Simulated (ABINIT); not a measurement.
TePb, 2 atoms in the cell. The structure is cubic, space group Fm-3m (No. 225). Conventional cell: a = 6.462 Å, b = 6.462 Å, c = 6.462 Å, α = 90.00°, β = 90.00°, γ = 90.00°. Pb (site symmetry m-3m) has 6 Te at 3.23 Å as nearest neighbours. Te (site symmetry m-3m) is surrounded by 6 Pb at 3.23 Å. 

* Program: ABINIT 10.8.3 (patched build)
* Task: equation of state
* Functional: SOGGA
* Potentials or basis: JTH PAW PBE v2.0 sp
* Cutoff: 408 eV
* k mesh: 7 × 7 × 7
* Occupations: fermi-dirac, width 0.05 eV
* Spin: no spin polarisation
* Fine-grid cutoff: 816.342 eV
* Exchange and correlation inside the PAW spheres: full angular mesh (pawxcdev 0, this build's default; the released program takes 1)

Potentials or basis: JTH PAW PBE v2.0 sp.

Launch:

```console
$ abinit run.abi > log 2>&1
```

Hardware: 1 thread of Arm Neoverse V1, on a shared host.

Problem. Estimate the wall time of this run.

Solution. Wall time 92 s on 1 thread of Arm Neoverse V1, on a shared host, peak memory 0.14 GiB. Counts: scf iterations 61, k points 20, bands 9, plane waves 1209.
